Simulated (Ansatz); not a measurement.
A crystal relaxed with r2SCAN in the plane-wave code Ansatz has space group F-43m (No. 216) and a = 4.498 Å.

```
atom  site       x       y       z
  Xx    4a  0.0000  0.0000  0.0000
   N    4d  0.2500  0.2500  0.7500
```

The r2SCAN gap is direct at Γ: 2.17 eV. With HSE06 the gap is 3.01 eV and direct, at Γ. PBE gives a direct gap of 1.76 eV at Γ. Meshes: r2SCAN 10×10×10, HSE06 6×6×6, PBE 10×10×10. r2SCAN's ε∞ is 5.5 in all directions.

Question: Which element is Xx?
A. B
B. In
C. Ga
D. Al

Answer: C. Xx is Ga: GaN (zincblende). Ga has 4 N at 1.95 Å; N has 4 Ga at 1.95 Å.

(Simulation; spin polarisation is off.)

Spin-orbit coupling is left out.

The meshes of the hybrids are coarse, so their gaps aren't converged to the digits shown.
